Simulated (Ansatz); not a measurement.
## Clamped-ion strain scan in BP

Level of theory: DFT LDA, scalar-relativistic, plane waves, PAW in Ansatz 0.2.0. The runs took a 300 eV cutoff, a Γ-centred 6×6×6 mesh and Gaussian smearing (0.05 eV). The mesh is coarse. The cutoff lies under the one recommended for these potentials. No spin polarisation. Energies are free energies at this smearing, counted from the undisturbed cell; pressure is positive in compression.

Zero of the scan (as given, not relaxed at this level; it stands at -5.2 GPa):

```
B P
1.0
     0.00000    2.26900    2.26900
     2.26900    0.00000    2.26900
     2.26900    2.26900    0.00000
B P
1 1
Direct
  0.00000 0.00000 0.00000
  0.75000 0.75000 0.75000
```

The cell is strained by ε times the Voigt pattern (1, 1, 0, 0, 0, 0) (xx, yy, zz, yz, xz, xy; engineering shear) with fractional coordinates fixed.

```csv
ε,ΔE (meV/atom),"stress summed along the pattern (GPa, tension positive)",pressure (GPa),gap on the mesh (eV)
-0.0200,?,-7.11,1.7,?
-0.0150,-4.4,-2.47,-0.2,1.13
-0.0100,-4.3,2.03,?,?
-0.0050,?,6.33,-3.6,?
0.0000,0.0,10.48,-5.2,1.29
0.0050,4.3,14.32,-6.7,1.24
0.0100,9.9,18.00,-8.2,1.19
0.0150,17.2,21.51,-9.5,1.13
0.0175,21.7,23.21,-10.2,1.10
0.0200,26.4,24.88,-10.8,1.07
```

Give the withheld values.

ΔE (meV/atom) at ε = -0.0200: -3.2; gap on the mesh (eV) at ε = -0.0200: 1.07; pressure (GPa) at ε = -0.0100: -1.9; gap on the mesh (eV) at ε = -0.0100: 1.19; ΔE (meV/atom) at ε = -0.0050: -3.0; gap on the mesh (eV) at ε = -0.0050: 1.24.

Cost: 10 runs of about 0.22 core-minutes in all, on Intel Xeon Processor @ 2.50GHz (Skylake/Cascade Lake) (shared hosts).